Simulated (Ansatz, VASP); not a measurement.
This is a calculation of NiO for VASP 6.6.1.

Contents of INCAR:

```
PREC = Accurate
ENCUT = 520
EDIFF = 1E-7
ISMEAR = -1
SIGMA = 0.05
LREAL = False
LASPH = True
NELM = 150
ALGO = Normal
ISIF = 2
LWAVE = False
LCHARG = False
ISPIN = 2
MAGMOM = 1 0
LORBIT = 11
LMAXMIX = 4
GGA = PE
NBANDS = 19
```

The input KPOINTS:

```
regular mesh
0
Gamma
  11 11 11
```

File POSCAR:

```
NiO
1.0
    0.0000000000      2.0486177450      2.0486177450
    2.0486177450      0.0000000000      2.0486177450
    2.0486177450      2.0486177450      0.0000000000
Ni O
1 1
Direct
    0.0000000000      0.0000000000      0.0000000000
    0.5000000000      0.5000000000      0.5000000000
```

Potentials or basis: VASP PAW PBE potentials, release 64 (Ni, O).

Launch:

```console
$ cat potpaw_PBE.64/Ni/POTCAR potpaw_PBE.64/O/POTCAR > POTCAR
$ mpirun -np 1 vasp_std > vasp.out
```

Task: Translate it to Ansatz 0.2.0. Potentials there: Ansatz PAW.

Result: As run (the cutoff follows the program's own potentials):

input.yaml

```yaml
crystal:
  lattice:
    - [0.0, 2.048617745, 2.048617745]
    - [2.048617745, 0.0, 2.048617745]
    - [2.048617745, 2.048617745, 0.0]
  atoms:
    - { symbol: Ni, position: [0.0, 0.0, 0.0], spin: 1.0 }
    - { symbol: O, position: [0.5, 0.5, 0.5] }
hamiltonian:
  xc: pbe
  pseudopotentials: { kind: paw }
magnetization:
  spin_polarized: true
kpoints:
  mp_grid: { grid: [11, 11, 11] }
scf:
  occupations: { method: fermi_dirac, width: 0.05 }
output:
  forces: true
  stress: true
  eigenvalues: true
```

Potentials or basis: Ansatz PAW.

Run with:

```sh
$ ansatz run input.yaml --threads 1 --pin off --max-ram 3584MiB --backend cpu --events-out ev --progress --plain --runs-dir out
```

Both were run:

|  | VASP | Ansatz | Ansatz less VASP |
| --- | --- | --- | --- |
| gap on the k mesh at the Fermi level (eV) | none | none | - |
| pressure (GPa) | 16.4 | 16.7 | +0.35 |
| net moment per atom (μB) | 0.74 | 0.77 | +0.025 |
| size of the moment on the site where the two differ most (μB) | 0.21 | 0.23 | +0.021 |

Site moments also hang on the region over which each program counts them. A gap of «none» marks a metal or a gap that the smearing closes. The functional is the same, so the differences come from potentials, cutoffs and numerics. The two sets of potentials don't hold the same shells in valence.

Caveats: a cell with one magnetic atom can't hold antiferromagnetic order, which such compounds often take; semilocal functionals often make such compounds metallic where correlation or magnetic order opens a gap, which also shifts bond lengths; the pressure holds a Pulay correction of +0.8 GPa for the finite cutoff (Ansatz).
